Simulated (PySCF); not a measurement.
KBr:

```
Br K
1.0
     0.00000    3.30000    3.30000
     3.30000    0.00000    3.30000
     3.30000    3.30000    0.00000
Br K
1 1
Direct
  0.50000 0.50000 0.50000
  0.00000 0.00000 0.00000
```

Base run:

```yaml
Program: PySCF 2.14.0
Functional: PBE
Potentials_or_basis: DZVP-MOLOPT-SR/GTH-PBE (potentials made for PBE)
k_mesh: 7 × 7 × 7
Occupations: fermi-dirac, width 0.05 eV
Spin: no spin polarisation
```

Its results: band gap on the k mesh 4.52 eV, direct.

Problem. The run is repeated on the same cell with these changes: functional from PBE to PBEsol. What comes out?

Solution. Band gap on the k mesh 4.34 eV, direct.

Caveats: an odd mesh through Γ misses points on the zone boundary, where band edges often lie; the basis of atomic orbitals isn't converged, which shifts pressures, moduli and gaps.

Not every run made on this cell is shown here.
